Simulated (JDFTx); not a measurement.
**Rb under changes of volume**

One of the cells (88.043 Å³/atom); the others are scaled copies at fixed shape and fractional positions:

```
Rb
1.0
    -2.80250    2.80250    2.80250
     2.80250   -2.80250    2.80250
     2.80250    2.80250   -2.80250
Rb
1
Direct
  0.00000 0.00000 0.00000
```

- Program: JDFTx 1.7.0 (patched build)
- Functional: PBE
- Potentials or basis: PseudoDojo-SR-PBE-0.5-standard
- Cutoff: 626 eV
- Density cutoff: 2503 eV
- k mesh: 7 × 7 × 7
- Occupations: fermi-dirac, width 0.05 eV
- Spin: no spin polarisation

| volume (Å³/atom) | energy over the lowest point (meV/atom) | pressure (GPa) |
| --- | --- | --- |
| 82.761 | 7.21 | 0.3 |
| 84.522 | ? | ? |
| 86.283 | 2.11 | 0.1 |
| 88.043 | 0.74 | 0.1 |
| 89.804 | 0.06 | 0.0 |
| 91.565 | 0.00 | 0.0 |
| 93.326 | 0.53 | -0.1 |

**Question.** What does the run at 84.522 Å³/atom give?

**Answer.** Energy over the lowest point 4.23 meV/atom; pressure 0.2 GPa.

Worked out: A Birch-Murnaghan fit of order 3 (a polynomial in V^(-2/3)) to the other rows has its minimum at 90.83 Å³/atom with B0 = V·E''(V) = 2.8 GPa and B' = 3.7. It gives 4.24 meV/atom at 84.522 Å³/atom, against the run's 4.23, and -dE/dV = 0.2 GPa, against 0.2.

Energies are extrapolated to zero smearing.
